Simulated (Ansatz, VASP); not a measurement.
## ZnS in VASP and in Ansatz

Contents of INCAR:

```
ALGO = Normal
EDIFF = 1E-6
ENCUT = 520
GGA = PS
ISIF = 2
ISMEAR = -1
LASPH = T
LCHARG = F
LREAL = F
LWAVE = F
NBANDS = 16
NELM = 80
PREC = Accurate
SIGMA = 0.05
```

KPOINTS

```
k-points
0
Gamma
  9 9 9
```

Contents of POSCAR:

```
ZnS
1.0
    0.0000000000      2.7198945612      2.7198945612
    2.7198945612      0.0000000000      2.7198945612
    2.7198945612      2.7198945612      0.0000000000
Zn S
1 1
Direct
    0.7500000000      0.7500000000      0.7500000000
    0.0000000000      0.0000000000      0.0000000000
```

The input input.yaml:

```yaml
crystal:
  lattice:
    - [0.0, 2.7198945612, 2.7198945612]
    - [2.7198945612, 0.0, 2.7198945612]
    - [2.7198945612, 2.7198945612, 0.0]
  atoms:
    - { symbol: Zn, position: [0.75, 0.75, 0.75] }
    - { symbol: S, position: [0.0, 0.0, 0.0] }
kpoints:
  mp_grid: { grid: [9, 9, 9] }
scf:
  occupations: { method: fermi_dirac, width: 0.05 }
hamiltonian:
  xc: pbesol
  pseudopotentials: { kind: all_electron, lapw: { basis_error: 0.0005 } }
output:
  forces: true
  stress: true
  eigenvalues: true
```

Change from the starting cell: volume scaled by 1.02.

Alike in both runs: task single point; functional PBEsol; k mesh 9 × 9 × 9; occupations fermi-dirac, width 0.05 eV; no spin polarisation.

|  | VASP | Ansatz |
| --- | --- | --- |
| version | VASP 6.6.1 | Ansatz 0.2.0 |
| potentials or method | VASP PAW PBE potentials, release 64 (Zn, S) | all-electron LAPW, scalar-relativistic |
| plane-wave cutoff (eV) | 520 | see its input |

|  | VASP | Ansatz | Ansatz less VASP |
| --- | --- | --- | --- |
| gap on the k mesh at the Fermi level (eV) | 1.89 | 1.89 | -0.001 |
| least direct gap on the mesh (eV) | 1.89 | 1.89 | -0.001 |
| pressure (GPa) | -3.1 | -3.3 | -0.17 |

Ansatz ran all-electron here, so the differences hold the error of VASP's frozen core and of both bases.

Caveats: the PAW data sets were made with another functional, which shifts forces and pressure a little (VASP).
